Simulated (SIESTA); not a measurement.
Crystal: PbO2.

```
Pb O
1.0
     4.99496    0.00000    0.00000
     0.00000    4.99496    0.00000
     0.00000    0.00000    3.40900
Pb O
2 4
Direct
  0.50000 0.50000 0.50000
  0.00000 0.00000 0.00000
  0.69257 0.69257 0.00000
  0.80743 0.19257 0.50000
  0.19257 0.80743 0.50000
  0.30743 0.30743 0.00000
```

The cell is a database's computed one.

```yaml
Program: SIESTA 5.4.2
Task: single point
Functional: PBEsol
Potentials_or_basis: PseudoDojo 0.4 standard (PBEsol files)
Basis: DZP (energy shift 0.003 Ry; two zetas on semicore shells)
Grid_cutoff: 800 Ry
Energy_shift: 0.003 Ry
k_mesh: 6 × 6 × 8
Occupations: fermi-dirac, width 0.05 eV
Spin: no spin polarisation
```

On this cell: pressure 6.3 GPa; largest force 0.010 eV/Å; band gap on the k mesh none (metal or under the smearing width).

The same run follows on a disturbed copy (atoms moved at random, drawn with an rms of 0.05 Å):

```
CELL_PARAMETERS angstrom
4.99496 0.00000 0.00000
0.00000 4.99496 0.00000
0.00000 0.00000 3.40900
ATOMIC_POSITIONS crystal
Pb 0.50275 0.50156 0.51760
Pb 0.99893 0.00657 0.00787
O 0.69511 0.70376 0.99526
O 0.80417 0.19329 0.49591
O 0.18807 0.81706 0.50322
O 0.30055 0.30407 0.01422
```

What does the disturbed cell give?

The energy (extrapolated to zero smearing) moves by +16.4 meV/atom; pressure 6.6 GPa; largest force 1.160 eV/Å; band gap on the k mesh none (metal or under the smearing width).

Forces on the atoms (eV/Å):
```
Pb  -0.519  0.308 -0.668
Pb  -0.071 -0.272 -0.552
O   -0.508 -0.523  0.597
O   -0.189  0.197  0.432
O    0.500 -0.564  0.193
O    0.787  0.853 -0.003
```

Stress tensor (GPa, compression positive):
```
5.71 0.89 0.31
0.89 5.63 0.93
0.31 0.93 8.45
```

Caveats: the basis of atomic orbitals isn't converged, which shifts pressures, moduli and gaps.
